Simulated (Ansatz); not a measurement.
# NaCl: how the settings move a single-point run

Question: which choices in the input matter for NaCl? The cell is built on a prototype (zincblende) and needn't be the phase found in nature.

Program: Ansatz 0.2.0. Level of theory: reference: DFT, HSE06, plane waves, PAW. These are calculated values, not measurements.

5 further runs of the same task are left out: 4 that didn't finish, 1 set aside as unsound or not needed.

### 1 The system as given

Symmetry: F-43m, No. 216, cubic system. The conventional cell has a = 6.175 Å, b = 6.175 Å, c = 6.175 Å, α = 90.00°, β = 90.00°, γ = 90.00°. Na (site symmetry -43m) has 4 Cl at 2.67 Å as nearest neighbours. Around Cl (site symmetry -43m) lie 4 Na at 2.67 Å.

Structure file:

```cif
data_structure
_symmetry_space_group_name_H-M 'F-43m'
_symmetry_Int_Tables_number 216
_cell_length_a 6.1745
_cell_length_b 6.1745
_cell_length_c 6.1745
_cell_angle_alpha 90.000
_cell_angle_beta 90.000
_cell_angle_gamma 90.000
_cell_volume 235.40
loop_
_atom_site_label
_atom_site_type_symbol
_atom_site_symmetry_multiplicity
_atom_site_Wyckoff_symbol
_atom_site_fract_x
_atom_site_fract_y
_atom_site_fract_z
_atom_site_occupancy
Na1 Na 4 a 0.00000 0.00000 0.00000 1
Cl1 Cl 4 d 0.25000 0.25000 0.75000 1
```

### 2 The reference run

File input.yaml:

```yaml
crystal:
  lattice:
    - [0.0, 3.0872727782, 3.0872727782]
    - [3.0872727782, 0.0, 3.0872727782]
    - [3.0872727782, 3.0872727782, 0.0]
  atoms:
    - { symbol: Na, position: [0.0, 0.0, 0.0] }
    - { symbol: Cl, position: [0.25, 0.25, 0.25] }
kpoints:
  mp_grid: { grid: [4, 4, 4] }
hamiltonian:
  xc: hse06
scf:
  occupations: { method: fixed }
  n_extra_bands: 4
output:
  forces: true
  stress: true
  eigenvalues: true
```

Started as:

```
> ansatz run input.yaml --threads 4 --pin off --max-ram 3686MiB --backend cpu --events-out ev --progress --plain --runs-dir out
```

### 3 Changing settings: exchange pbe, correlation pbe, coeff 0.05, omega 0.1

Changes to input.yaml since step 2:

```diff
@@ -11,3 +11,3 @@
 hamiltonian:
-  xc: hse06
+  xc: { exchange: pbe, correlation: pbe, exx: { coeff: 0.05, omega: 0.1 } }
 scf:
```

### 4 Changing settings: exchange pbe, correlation pbe, coeff 0.3, omega 0.1

Changes to input.yaml since step 2:

```diff
@@ -11,3 +11,3 @@
 hamiltonian:
-  xc: hse06
+  xc: { exchange: pbe, correlation: pbe, exx: { coeff: 0.3, omega: 0.1 } }
 scf:
```

### 5 Changed: exchange pbe, correlation pbe, coeff 0.75, omega 0.5

Changes to input.yaml since step 2:

```diff
@@ -11,3 +11,3 @@
 hamiltonian:
-  xc: hse06
+  xc: { exchange: pbe, correlation: pbe, exx: { coeff: 0.75, omega: 0.5 } }
 scf:
```

### 6 Changed: exchange pbe, correlation pbe, coeff 0.2

Changes to input.yaml since step 2:

```diff
@@ -11,3 +11,3 @@
 hamiltonian:
-  xc: hse06
+  xc: { exchange: pbe, correlation: pbe, exx: { coeff: 0.2 } }
 scf:
```

**Question.** What will these runs give? Wanted: for each run, ending; energy change; pressure; gap; force.

**Answer**, as computed:

```tsv
run	ending	energy change	pressure (GPa)	gap (eV)	force (eV/Å)	cycles	time
reference	converged	-	0.4	6.25	0.00	10	30 s
1: exchange pbe, correlation pbe, coeff 0.05, omega 0.1	converged	not comparable	0.6	5.27	0.00	9	25 s
2: exchange pbe, correlation pbe, coeff 0.3, omega 0.1	converged	not comparable	0.3	6.94	0.00	11	29 s
3: exchange pbe, correlation pbe, coeff 0.75, omega 0.5	converged	not comparable	-0.1	7.04	0.00	14	31 s
4: exchange pbe, correlation pbe, coeff 0.2	converged	not comparable	0.4	6.58	0.00	10	29 s
```

Residual by cycle in the longest SCF loop of each run; runs are numbered as in the table. The quantity is the density residual dr2, in eV.

```tsv
cycle	reference	run 1	run 2	run 3	run 4
1	0.00623	3.0e-4	0.00845	0.0391	0.00391
2	6.6e-4	2.1e-5	0.00118	0.00657	4.7e-4
3	1.3e-4	2.6e-6	2.7e-4	0.00196	9.8e-5
4	5.5e-6	2.8e-7	1.1e-5	5.6e-5	4.6e-6
5	5.9e-7	1.2e-8	1.5e-6	2.1e-5	7.3e-7
```

The totals of these runs aren't set against each other here.
